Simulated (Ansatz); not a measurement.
# Hf (fcc type): the cost of one run

Computed with Ansatz 0.2.0 (DFT, PBE, all-electron LAPW, scalar-relativistic, unless a step's input says otherwise).

This is Hf in the fcc structure; at room conditions it is hcp.

### Step 1. Starting point

It takes space group Fm-3m (No. 225, cubic). The conventional cell has a = 4.340 Å, b = 4.340 Å, c = 4.340 Å, α = 90.00°, β = 90.00°, γ = 90.00°. Around Hf (site symmetry m-3m) lie 12 Hf at 3.07 Å.

Structure file:

```xyz
1
Lattice="0.0000 2.1698 2.1698 2.1698 0.0000 2.1698 2.1698 2.1698 0.0000" Properties=species:S:1:pos:R:3 pbc="T T T"
Hf    0.0000    0.0000    0.0000
```

### Step 2. Fcc relaxed under pressure, LAPW

File input.yaml:

```yaml
crystal:
  lattice:
    - [0.0, 2.1697670247, 2.1697670247]
    - [2.1697670247, 0.0, 2.1697670247]
    - [2.1697670247, 2.1697670247, 0.0]
  atoms:
    - { symbol: Hf, position: [0.0, 0.0, 0.0] }
kpoints:
  mp_grid: { grid: [15, 15, 15] }
scf:
  occupations: { method: fermi_dirac, width: 0.08 }
hamiltonian:
  xc: pbe
  pseudopotentials: { kind: all_electron, lapw: { basis_error: 0.0005 } }
output:
  forces: true
  stress: true
  eigenvalues: true
relax:
  f_tol: 0.005
  max_steps: 12
  cell: { p_target: 12.0, stress_tol: 0.03 }
```

Run with:

```bash
$ ansatz run input.yaml --threads 1 --pin off --max-ram 3584MiB --backend cpu --events-out ev --progress --plain --runs-dir out
```

**Question.** How long does this run take on 1 thread of Intel Xeon Platinum 8488C (Sapphire Rapids), shared host, and how much memory does it need?

About 26 s, with a peak of 0.4 GiB.
